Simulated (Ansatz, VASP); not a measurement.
Rh in VASP and in Ansatz

```
CELL_PARAMETERS angstrom
0.00000 1.86638 2.01625
1.86638 0.00000 2.01625
1.86638 1.86638 0.00000
ATOMIC_POSITIONS crystal
Rh 0.00000 0.00000 0.00000
```

Alike in both runs: task single point; functional PBE; k mesh 22 × 22 × 22; occupations gaussian, width 0.15 eV; no spin polarisation.

|  | VASP | Ansatz |
| --- | --- | --- |
| version | VASP 6.6.1 | Ansatz 0.2.0 |
| potentials or method | VASP PAW PBE potentials, release 64 (Rh_pv) | scalar-relativistic, plane waves, PAW |
| plane-wave cutoff (eV) | 520 | 420 |
| valence electrons in the cell | 15 | 17 |

```tsv
	VASP	Ansatz	Ansatz less VASP
gap on the k mesh at the Fermi level (eV)	none	none	-
pressure (GPa)	1.0	1.1	+0.07
largest component of the traceless stress (GPa)	12.33	12.37	+0.045
```

A gap of «none» marks a metal or a gap that the smearing closes. The functional is the same, so the differences come from potentials, cutoffs and numerics. The two sets of potentials don't hold the same shells in valence.
